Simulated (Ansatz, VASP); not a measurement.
Si in VASP and in Ansatz

```
Si
1.0
     0.00000    2.70097    2.70097
     2.70097    0.00000    2.70097
     2.70097    2.70097    0.00000
Si
2
Cartesian
  4.0515 4.0515 4.0515
  2.7010 2.7010 2.7010
```

Alike in both runs: task relaxation of cell and atoms; functional LDA; k mesh 12 × 12 × 12; occupations gaussian, width 0.02 eV; no spin polarisation.

```csv
,VASP,Ansatz
version,VASP 6.6.1,Ansatz 0.2.0
potentials or method,"VASP PAW LDA potentials, release 64 (Si)","scalar-relativistic, plane waves, PAW"
plane-wave cutoff (eV),600,420
valence electrons in the cell,8,8
```

Ansatz gave:

| Quantity | Value |
| --- | --- |
| gap on the k mesh at the Fermi level, each at its own relaxed structure (eV) | 0.44 |
| relaxed volume (Å³/atom) | 19.70 |
| relaxed cell length with the largest relative difference (Å) | 3.820 |

Q: Which values does VASP return?

A: gap on the k mesh at the Fermi level, each at its own relaxed structure (eV): 0.44; relaxed volume (Å³/atom): 19.72; relaxed cell length with the largest relative difference (Å): 3.820.
